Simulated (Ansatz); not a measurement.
Free-standing chains of the atoms of GaSb, named by their start (strip: triangular double chain, ladder: square double chain); atoms and period are relaxed, and energies count from relaxed bulk GaSb (F-43m, 28.53 Å³/atom, gap on the mesh 0.00 eV).

Theory: DFT PBEsol, scalar-relativistic, plane waves, PAW in Ansatz.

Cutoff 420 eV; k points 1×1×25 on the computed 2-atom cell (Γ-centred); Gaussian smearing, width 0.05 eV; collinear spin from starting moments 0.5 0.5 μB.

Start (strip chain):

```
Ga Sb
1.0
    11.10000    0.00000    0.00000
     0.00000    9.30000    0.00000
     0.00000    0.00000    2.52451
Ga Sb
1 1
Direct
  0.40345 0.50000 0.00000
  0.59655 0.50000 0.50000
```

**Question.** Give the relaxed structure and its energy.

**Answer.** The free energy falls by 588 meV/atom.

| Property | Result |
| --- | --- |
| excess energy (eV per host atom) | 0.950 |
| period (Å) | 2.854 |
| gap on the mesh (eV) | 0 |
| size of the moment (μB per cell) | 0.00 |

Relaxed structure:
```
Ga Sb
1.0
    11.10000    0.00000    0.00000
     0.00000    9.30000    0.00000
     0.00000    0.00000    2.85387
Ga Sb
1 1
Cartesian
  4.3113 4.6500 0.0000
  6.7887 4.6500 1.4269
```

Spin-orbit coupling is left out, which matters for the bands of heavy elements.

Each run keeps its start's symmetry and one magnetic start, so lower states can exist.

The run took 2.2 min on 2 threads of Arm Neoverse V2, on a shared host, peak memory 0.56 GiB.